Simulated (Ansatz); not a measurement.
A plane-wave DFT run in Ansatz 0.2.0 (scalar-relativistic PAW potentials unless the input names others): input and command.

```yaml
crystal:
  lattice:
    - [0.0, 2.855, 2.855]
    - [2.855, 0.0, 2.855]
    - [2.855, 2.855, 0.0]
  atoms:
    - { symbol: In, position: [0.0, 0.0, 0.0] }
    - { symbol: P, position: [0.5875656743, 0.5875656743, 0.4124343257] }
basis:
  ecutwfc: 420
  xc_grid: 4
kpoints:
  mp_grid: { grid: [11, 11, 11] }
hamiltonian:
  xc: pbesol
scf:
  occupations: { method: gaussian, width: 0.15 }
output:
  forces: true
  eigenvalues: true
  stress: true
```

```bash
ansatz run input.yaml --threads 1 --pin off --max-ram 2560MiB --backend cpu --events-out ev --progress --plain --runs-dir out
```

Abridged log:
```
Basis set: ecut = 420 eV, 941 PW (Γ), exchange–correlation on 108×108×108 points (64 copies of the dense FFT grid, shifted against one another)
Bands: 13, of which v1, the nominal top of the filled ones, is band 9 counted from 1 (8 counted from 0)
Symmetry: 8 space group operations
k-points: 126 of 1331 (time reversal used)
SCF iter   1: F=—  HF=-6265.063273 eV  |F-HF|=—  |Δ(HF+E_count)|=         —  Δρ=5.81e-3  dr2=2.61e-2  ethr=1.77e-3  ⟨swp⟩=5.8  Hψ=10220  notcnv=0
SCF iter   2: F=—  HF=-6265.056099 eV  |F-HF|=—  |Δ(HF+E_count)|=   7.17e-3  Δρ=3.14e-3  dr2=7.21e-3  ethr=1.45e-4  ⟨swp⟩=1.5  Hψ=2729  notcnv=0
SCF iter   3: F=—  HF=-6265.054120 eV  |F-HF|=—  |Δ(HF+E_count)|=   1.98e-3  Δρ=8.51e-4  dr2=2.50e-4  ethr=4.01e-5  ⟨swp⟩=3.0  Hψ=2977  notcnv=0
SCF iter   4: F=—  HF=-6265.054115 eV  |F-HF|=—  |Δ(HF+E_count)|=   5.18e-6  Δρ=2.90e-4  dr2=4.93e-5  ethr=1.39e-6  ⟨swp⟩=2.0  Hψ=2589  notcnv=0
SCF iter   5: F=—  HF=-6265.054126 eV  |F-HF|=—  |Δ(HF+E_count)|=   1.19e-5  Δρ=8.89e-5  dr2=5.24e-6  ethr=2.74e-7  ⟨swp⟩=1.9  Hψ=1986  notcnv=0
SCF iter   6: F=—  HF=-6265.054128 eV  |F-HF|=—  |Δ(HF+E_count)|=   1.43e-6  Δρ=3.13e-5  dr2=4.78e-7  ethr=2.91e-8  ⟨swp⟩=2.6  Hψ=2400  notcnv=0
SCF iter   7: F=-6265.054128 eV  HF=-6265.054128 eV  |F-HF|=1.55e-9  |Δ(HF+E_count)|=   5.16e-8  Δρ=3.29e-6  dr2=5.54e-9  ethr=5.56e-10  ⟨swp⟩=7.3  Hψ=8611  notcnv=0
SCF 1 converged in 7 iterations: F = -6265.054128 eV  dr2 = 5.54e-9
SCF converged after 7 iterations
Free energy (F): -6265.054128 eV
Harris-Foulkes:  -6265.054128 eV  (|F-HF|=1.55e-9)
Internal energy: -6265.042379 eV  (E = F + TS)
E sigma→0 (E₀):  -6265.048254 eV
Entropy (-TS):   -0.011749 eV (-5.874 meV/atom)
Fermi energy:    7.777479 eV
--- Forces (eV/Å), atoms counted from 1 ---
  atom   1  In     0.00000000     0.00000000     2.00602358
  atom   2  P      0.00000000     0.00000000    -2.00602532
--- Stress (GPa, compression-positive) ---
       -9.665744       0.000000       0.000000
        0.000000      -9.665744       0.000000
        0.000000       0.000000      12.747422
  P = ⅓ Tr σ = -2.1947 GPa (-21.947 kbar)
```

Apart from outputs and empty bands, the input differs from a reference run on usual settings in kpoints.mp_grid.grid: [14, 14, 14] → [11, 11, 11]; basis.xc_grid: not typed → 4. The reference, at the same geometry (not necessarily relaxed), gave pressure -2.18 GPa, largest force 2.009 eV/Å, no gap on the mesh. This run converged in 7 SCF iterations (reference: 7) with an energy at zero smearing 1.28 meV/atom below the reference's, pressure -2.19 GPa, largest force 2.006 eV/Å, no gap on the mesh. Its k mesh is looser than usual, and the result moved.

Time: 14 s on 1 thread of Intel(R) Xeon(R) Processor @ 2.50GHz (Skylake/Cascade Lake) (shared host), peak memory 0.45 GiB.